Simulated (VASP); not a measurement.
# Li (Im-3m) in VASP: further runs, part 2 of 2

VASP 6.6.1. The steps go on from the part before.

## (3) Relaxation of cell and atoms, PBE+D3(BJ)

Contents of INCAR:

```
SYSTEM = Li
PREC = Accurate
ENCUT = 600
EDIFF = 1E-6
ISMEAR = 0
SIGMA = 0.1
LREAL = .False.
LASPH = .True.
NELM = 80
ALGO = Normal
ISIF = 3
LWAVE = .False.
LCHARG = .False.
GGA = PE
IVDW = 12
IBRION = 2
NSW = 100
EDIFFG = -0.005
```

Contents of KPOINTS:

```
regular mesh
0
Gamma
  18 18 18
  0 0 0
```

Contents of POSCAR:

```
Li
1.0
   -1.6627443004      1.6627443004      1.6627443004
    1.6627443004     -1.6627443004      1.6627443004
    1.6627443004      1.6627443004     -1.6627443004
Li
1
Direct
    0.0000000000      0.0000000000      0.0000000000
```

Potentials or basis: VASP PAW PBE potentials, release 64 (Li_sv).

Command:

```bash
cat potpaw_PBE.64/Li_sv/POTCAR > POTCAR
mpirun -np 1 vasp_std > vasp.out
```

OUTCAR:

```text
SYSTEM = Li
   PREC = Accurate
   ENCUT = 600
   EDIFF = 1E-6
   ISMEAR = 0
   LREAL = .False.
   LASPH = .True.
   NELM = 80
   ISIF = 3
   GGA = PE
   IVDW = 12
   IBRION = 2
   NSW = 100
   EDIFFG = -0.005
 IVDW          = 12

 ion  position               nearest neighbor table
   1  0.000  0.000  0.000-

  LATTYP: Found a body centered cubic cell.
 ALAT       =     3.3254886008

  Lattice vectors:

 A1 = (  -1.6627443004,   1.6627443004,   1.6627443004)
 A2 = (   1.6627443004,  -1.6627443004,   1.6627443004)
 A3 = (   1.6627443004,   1.6627443004,  -1.6627443004)

Analysis of symmetry for initial positions (statically):
=====================================================================
 Subroutine PRICEL returns:
 Original cell was already a primitive cell.

 Routine SETGRP: Setting up the symmetry group for a
 body centered cubic supercell.

 Subroutine GETGRP returns: Found 48 space group operations
 (whereof 48 operations were pure point group operations)
 out of a pool of 48 trial point group operations.

The static configuration has the point symmetry O_h .

Analysis of symmetry for dynamics (positions and initial velocities):
=====================================================================
 Subroutine PRICEL returns:
 Original cell was already a primitive cell.

 Routine SETGRP: Setting up the symmetry group for a
 body centered cubic supercell.

 Subroutine GETGRP returns: Found 48 space group operations
 (whereof 48 operations were pure point group operations)
 out of a pool of 48 trial point group operations.

The dynamic configuration has the point symmetry O_h .

 Subroutine INISYM returns: Found 48 space group operations
 (whereof 48 operations are pure point group operations),
 and found     1 'primitive' translations

----------------------------------------------------------------------------------------

                                     Primitive cell

  volume of cell :      18.3881

  direct lattice vectors                    reciprocal lattice vectors
[... 92 lines left out ...]
   ISYM   =      2    0-nonsym 1-usesym 2-fastsym
   POTIM  = 0.5000    time-step for ionic-motion
   TEBEG  =    0.0;   TEEND  =   0.0 temperature during run
   PSTRESS=    0.0 pullay stress
   NELECT =       3.0000    total number of electrons
   NUPDOWN=      -1.0000    fix difference up-down
   EMIN   =  10.00;   EMAX   =-10.00  energy-range for DOS
   EFERMI =   0.00;   METHOD = LEGACY
   ISMEAR =     0;   SIGMA  =   0.10  broadening in eV -4-tet -1-fermi 0-gaus
   EFERMI_NEDOS =   21; number of points for ismear=-14 and -15
   IALGO  =     38    algorithm
   IMIX   =      4    mixing-type and parameters
     AMIX     =   0.40;   BMIX     =  1.00
     AMIX_MAG =   1.60;   BMIX_MAG =  1.00
  volume/ion in A,a.u.               =      18.39       124.09
  Fermi-wavevector in a.u.,A,eV,Ry     =   0.894547  1.690449 10.887575  0.800214
  Thomas-Fermi vector in A             =   2.016766
   LORBIT       =      0    0 simple, 1 ext, 2 COOP (PROOUT), +10 PAW based schemes
   GGA     = PE    functional components
   LHFCALC =     F    Hartree Fock is set to
   AEXX    =    0.0000 exact exchange contribution
   IVDW    =    12    specifies the selected vdW correction
   LEPSILON=     F    determine dielectric tensor
   LRPA    =     F    only Hartree local field effects (RPA)
 conjugate gradient relaxation of ions
 non-spin polarized calculation
 Gauss-broadening in eV      SIGMA  =   0.10
  energy-cutoff  :      600.00
  volume of cell :       18.39
 maximum number of plane-waves:       632
   NGX = 11   NGY = 11   NGZ = 11

--------------------------------------- Ionic step        1  -------------------------------------------

 number of electron       3.0000003 magnetization

 Free energy of the ion-electron system (eV)
  ---------------------------------------------------
  ext. energy  EPLUGINS =         0.00000000
  ---------------------------------------------------
  free energy    TOTEN  =        -1.89693102 eV

  energy without entropy =       -1.89442323  energy(sigma->0) =       -1.89567713

------------------------ aborting loop because EDIFF is reached ----------------------------------------

 Edisp (eV)   -0.18634

 E8    (eV) :    -0.0774
[... 69 lines left out ...]
--------------------------------------- Ionic step        3  -------------------------------------------

 number of electron       3.0000001 magnetization

 Free energy of the ion-electron system (eV)
  ---------------------------------------------------
  ext. energy  EPLUGINS =         0.00000000
  ---------------------------------------------------
  free energy    TOTEN  =        -1.89509679 eV

  energy without entropy =       -1.89258903  energy(sigma->0) =       -1.89384291

 E-fermi :   0.9475     XC(G=0):  -7.3126

 val. band max:        0.9256902020   @ k =   0.2778   0.2222  -0.0000
 cond. band min:       0.9727642626   @ k =   0.3333   0.1667   0.0000
 fundamental gap:      0.0470740606
 Fermi energy:         0.9474683717

 k-point     1 :       0.0000    0.0000    0.0000
  band No.  band energies     occupation
      1     -45.4064      2.00000
      2      -2.7583      2.00000
      3      16.7147      0.00000
      4      16.7147      0.00000
      5      16.7147      0.00000
[... 177 lines left out ...]
 k-point    24 :       0.3889    0.1111    0.0000
  band No.  band energies     occupation
      1     -45.3768      2.00000
      2       1.0509      0.14368
      3       5.0899      0.00000
      4      10.8754      0.00000
      5      12.7328      0.00000

 [... further k-points ...]

------------------------ aborting loop because EDIFF is reached ----------------------------------------

 Edisp (eV)   -0.18830

 E8    (eV) :    -0.0782
[... 24 lines left out ...]
  FREE ENERGIE OF THE ION-ELECTRON SYSTEM (eV)
  ---------------------------------------------------
  free  energy   TOTEN  =        -2.0833930033 eV

  energy  without entropy=       -2.0808852391  energy(sigma->0) =       -2.08213912

 reached required accuracy - stopping structural energy minimisation
```

OSZICAR:

```text
N       E                     dE             d eps       ncg     rms          rms(c)
DAV:   1     0.557538146060E+00    0.55754E+00   -0.78432E+02  1975   0.468E+02
[... 17 lines left out ...]
       N       E                     dE             d eps       ncg     rms          rms(c)
DAV:   1    -0.189520067348E+01    0.12163E-02   -0.42553E-03  2740   0.703E-01    0.132E-01
DAV:   2    -0.189516774091E+01    0.32933E-04   -0.61692E-04  2505   0.214E-01    0.887E-02
DAV:   3    -0.189509759513E+01    0.70146E-04   -0.18565E-04  3655   0.914E-02    0.319E-02
DAV:   4    -0.189509437967E+01    0.32155E-05   -0.14946E-05  3495   0.346E-02    0.303E-03
DAV:   5    -0.189509590825E+01   -0.15286E-05   -0.74856E-07  1260   0.953E-03    0.137E-03
DAV:   6    -0.189509679025E+01   -0.88200E-06   -0.14583E-07   980   0.436E-03
   3 F= -.20833930E+01 E0= -.20821391E+01  d E =-.125978E-03
```

Run time: 13 s. Hardware: 1 thread of AMD EPYC 9R45 (Zen 5), shared host; peak memory 0.12 GiB.

What came out:

```yaml
Free_energy: -2.0834 eV
Relaxed_volume: 18.20 Å³/atom
Relaxed_cell: a = 2.870 Å, b = 2.870 Å, c = 2.870 Å, α = 109.47°, β = 109.47°, γ = 109.47°
Space_group_after_relaxing_to_0.05_Å: Im-3m (No. 229)
Energy_gained_by_relaxing: 0.1 meV/atom
Ionic_steps: 3
Pressure_after_relaxing: 0.0 GPa
Band_gap_on_the_k_mesh: none (metal or under the smearing width)
Dispersion_energy_per_atom: -0.188 eV
```

Step by step:
```
step  energy change (eV)  largest force (eV/Å)  pressure (GPa)  volume (Å³)
   1              0.0000                0.0000           -0.18        18.39
   2             -0.0001                0.0000           -0.13        18.33
   3             -0.0001                0.0000           -0.03        18.20
```

Final structure:
```xyz
1
Lattice="-1.6570 1.6570 1.6570 1.6570 -1.6570 1.6570 1.6570 1.6570 -1.6570" Properties=species:S:1:pos:R:3 pbc="T T T"
Li    0.0000    0.0000    0.0000
```

Caveat: the cutoff is under 1.25 times the usual one of these potentials, so pressure, stress and relaxed cells hold a basis-set (Pulay) error; pairwise dispersion overbinds metals, which lowers pressure and volume.

## (4) Single point, PBE+D3(BJ)

Contents of INCAR:

```
SYSTEM = Li
PREC = Accurate
ENCUT = 520
EDIFF = 1E-6
ISMEAR = 0
SIGMA = 0.1
LREAL = .FALSE.
LASPH = .TRUE.
NELM = 60
ALGO = Normal
ISIF = 2
LWAVE = .FALSE.
LCHARG = .TRUE.
GGA = PE
IVDW = 12
LELF = .TRUE.
LVHAR = .TRUE.
NBANDS = 8
```

Contents of KPOINTS:

```
Automatic mesh
0
G
  16 16 16
  0 0 0
```

POSCAR is that of step 3.

Command:

```bash
cat potpaw_PBE.64/Li_sv/POTCAR > POTCAR
mpirun -np 1 vasp_std > vasp.out
```

It took 7.7 s on 1 thread of AMD EPYC 9R45 (Zen 5), shared host; peak memory 0.12 GiB.

Results (log left out):

- Free energy: -2.0831 eV
- Band gap on the k mesh: none (metal or under the smearing width)
- Dispersion energy per atom: -0.186 eV

Levels at points of the mesh, in eV from the Fermi level:
| k point | band 1 | band 2 | band 3 | band 4 |
| --- | --- | --- | --- | --- |
| (0.00, 0.00, 0.00) | -46.36 | -3.68 | 15.66 | 15.66 |
| (0.50, 0.00, 0.00) | -46.33 | 0.23 | 3.60 | 11.09 |
| (0.50, 0.50, 0.50) | -46.31 | 5.89 | 5.89 | 5.89 |

Caveat: the cutoff is under 1.25 times the usual one of these potentials, so pressure, stress and relaxed cells hold a basis-set (Pulay) error; pairwise dispersion overbinds metals, which lowers pressure and volume.

## (5) Relaxation of cell and atoms, PBE+D3(BJ)

This run uses another cell than the first one, of 21.61 Å³/atom, 1.177 times its volume.

Contents of INCAR:

```
SYSTEM = Li
PREC = Accurate
ENCUT = 600
EDIFF = 1E-7
ISMEAR = 0
SIGMA = 0.1
LREAL = .FALSE.
LASPH = .TRUE.
NELM = 60
ALGO = Fast
ISIF = 3
LWAVE = .FALSE.
LCHARG = .FALSE.
GGA = PE
IVDW = 12
IBRION = 2
NSW = 100
EDIFFG = -0.005
```

KPOINTS is that of step 4.

Contents of POSCAR:

```
Li
1.0
   -1.7546500000      1.7546500000      1.7546500000
    1.7546500000     -1.7546500000      1.7546500000
    1.7546500000      1.7546500000     -1.7546500000
Li
1
Direct
    0.0000000000      0.0000000000      0.0000000000
```

Command:

```bash
cat potpaw_PBE.64/Li_sv/POTCAR > POTCAR
mpirun -np 1 vasp_std > vasp.out
```

Run time: 29 s. Hardware: 1 thread of AMD EPYC 9R45 (Zen 5), shared host; peak memory 0.12 GiB.

The run converged. Its results:

| Item | Value |
| --- | --- |
| Free energy | -2.0871 eV |
| Relaxed volume | 18.09 Å³/atom |
| Relaxed cell | a = 2.864 Å, b = 2.864 Å, c = 2.864 Å, α = 109.47°, β = 109.47°, γ = 109.47° |
| Space group after relaxing (to 0.05 Å) | Im-3m (No. 229) |
| Energy gained by relaxing | 25.8 meV/atom |
| Ionic steps | 5 |
| Pressure after relaxing | 0.0 GPa |
| Band gap on the k mesh | none (metal or under the smearing width) |
| Dispersion energy per atom | -0.189 eV |

The path:
```csv
step,energy change (eV),largest force (eV/Å),pressure (GPa),volume (Å³)
1,0.0000,0.0000,-2.05,21.61
2,-0.0101,0.0000,-1.71,20.75
3,-0.0246,0.0000,-0.56,18.79
4,-0.0258,0.0000,0.09,17.99
5,-0.0258,0.0000,0.00,18.09
```

Final structure:
```
Li
1.0
    -1.65376    1.65376    1.65376
     1.65376   -1.65376    1.65376
     1.65376    1.65376   -1.65376
Li
1
Direct
  0.00000 0.00000 0.00000
```

Levels at points of the mesh, in eV from the Fermi level:
```csv
k point,band 1,band 2,band 3,band 4,band 5
"(0.00, 0.00, 0.00)",-46.33,-3.70,15.85,15.85,15.85
"(0.50, 0.00, 0.00)",-46.30,0.22,3.65,11.22,12.78
"(0.50, 0.50, 0.50)",-46.28,5.95,5.95,5.95,8.30
```

Caveat: the cutoff is under 1.25 times the usual one of these potentials, so pressure, stress and relaxed cells hold a basis-set (Pulay) error; the volume moved by over 15 % at a fixed basis, so the end points are rough; the volume moved by -16 % from the deposited cell, more than functionals usually miss; pairwise dispersion overbinds metals, which lowers pressure and volume.

## (6) Single point, PBE+D3(BJ)

This run uses another cell than the first one, of 16.15 Å³/atom, 0.880 times its volume.

Contents of INCAR:

```
ALGO     = Normal         # electronic algorithm
EDIFF    = 1E-6           # SCF threshold, eV
ENCUT    = 520            # plane-wave cutoff, eV
GGA      = PE             # functional
ISIF     = 2              # what is computed and relaxed
ISMEAR   = 0              # smearing method
IVDW     = 12             # dispersion correction
LASPH    = T              # aspherical terms in the spheres
LCHARG   = F              # write CHGCAR
LREAL    = F              # projectors in reciprocal space
LWAVE    = F              # write WAVECAR
NBANDS   = 8              # bands
NELM     = 80             # most SCF steps
PREC     = Accurate       # precision mode
SIGMA    = 0.1            # smearing width, eV
```

Contents of KPOINTS:

```
k-points
0
Gamma
  18 18 18
```

Contents of POSCAR:

```
Li
1.0
   -1.5925062052      1.5925062052      1.5925062052
    1.5925062052     -1.5925062052      1.5925062052
    1.5925062052      1.5925062052     -1.5925062052
Li
1
Direct
    0.0000000000      0.0000000000      0.0000000000
```

Potentials or basis: VASP PAW PBE potentials, release 64 (Li_sv).

Command:

```bash
cat potpaw_PBE.64/Li_sv/POTCAR > POTCAR
mpirun -np 1 vasp_std > vasp.out
```

Run time: 9.8 s. Hardware: 1 thread of AMD EPYC 9R45 (Zen 5), shared host; peak memory 0.12 GiB.

Results (log left out):

```yaml
Free_energy: -2.0677 eV
Band_gap_on_the_k_mesh: none (metal or under the smearing width)
Dispersion_energy_per_atom: -0.212 eV
```

Levels at points of the mesh, in eV from the Fermi level:
```csv
k point,band 1,band 2,band 3,band 4
"(0.00, 0.00, 0.00)",-46.18,-3.84,17.16,17.16
"(0.50, 0.00, 0.00)",-46.13,0.18,4.08,12.12
"(0.50, 0.50, 0.50)",-46.10,6.39,6.39,6.39
```

Caveat: the cutoff is under 1.25 times the usual one of these potentials, so pressure, stress and relaxed cells hold a basis-set (Pulay) error; pairwise dispersion overbinds metals, which lowers pressure and volume.

## (7) Summary

| task | cell | k mesh | cutoff (eV) | gap on the mesh (eV) | pressure (GPa) | relaxed volume (Å³/atom) |
| --- | --- | --- | --- | --- | --- | --- |
| single point | Im-3m, 18.36 Å³/atom | 18 × 18 × 18 | 520 | none | - | - |
| relaxation of cell and atoms | relaxed | 18 × 18 × 18 | 600 | none | 0.0 | 18.20 |
| single point | Im-3m, 18.39 Å³/atom | 16 × 16 × 16 | 520 | none | - | - |
| relaxation of cell and atoms | relaxed | 16 × 16 × 16 | 600 | none | 0.0 | 18.09 |
| single point | Im-3m, 16.15 Å³/atom | 18 × 18 × 18 | 520 | none | - | - |

Alike in all rows: level PBE+D3(BJ); potentials or basis VASP PAW PBE potentials, release 64 (Li_sv); no spin polarisation; smearing gaussian 0.1 eV.

Every run on the cell as given and a fine mesh finds a metal.

Caveats: the cutoff is under 1.25 times the usual one of these potentials, so pressure, stress and relaxed cells hold a basis-set (Pulay) error; pairwise dispersion overbinds metals, which lowers pressure and volume; the volume moved by over 15 % at a fixed basis, so the end points are rough (some runs); the volume moved by -16 % from the deposited cell, more than functionals usually miss (some runs).

Total energies depend on the potentials used, so only differences within one code and one set of settings carry meaning.
